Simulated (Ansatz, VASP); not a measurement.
# Two plane-wave programs on Pt

```
CELL_PARAMETERS angstrom
3.24564 1.87387 5.53512
-3.24564 1.87387 5.53512
0.00000 -3.74774 5.53512
ATOMIC_POSITIONS crystal
Pt 0.01019 0.65361 0.01019
Pt 0.01019 0.01019 0.65361
Pt 0.65361 0.01019 0.01019
Pt 0.98981 0.34639 0.98981
Pt 0.34639 0.98981 0.98981
Pt 0.98981 0.98981 0.34639
Pt 0.22118 0.63060 0.22118
Pt 0.22118 0.22118 0.63060
Pt 0.63060 0.22118 0.22118
Pt 0.77882 0.36940 0.77882
Pt 0.36940 0.77882 0.77882
Pt 0.77882 0.77882 0.36940
```

Alike in both runs: task relaxation of cell and atoms; functional PBEsol; k mesh 3 × 3 × 3; occupations gaussian, width 0.1 eV; no spin polarisation.

```csv
,VASP,Ansatz
version,VASP 6.6.1,Ansatz 0.2.0
potentials or method,"VASP PAW PBE potentials, release 64 (Pt)","scalar-relativistic, plane waves, PAW"
plane-wave cutoff (eV),600,420
valence electrons in the cell,120,216
```

```tsv
	VASP	Ansatz	Ansatz less VASP
gap on the k mesh at the Fermi level, each at its own relaxed structure (eV)	none	none	-
relaxed volume (Å³/atom)	20.51	20.55	+0.037
relaxed cell length with the largest relative difference (Å)	6.788	6.795	+0.0074
energy change over the relaxation (meV/atom)	-1317	-1337	-19.5
```

A gap of «none» marks a metal or a gap that the smearing closes. The two sets of potentials don't hold the same shells in valence.

Caveats: the k mesh is coarse (spacing up to 0.39 Å⁻¹), so the values aren't converged; the volume moved by over 15 % at a fixed basis, so the end points are rough; the PAW data sets were made with another functional, which shifts forces and pressure a little (VASP). The runs have no spin-orbit coupling, so splittings on Pt are missing.
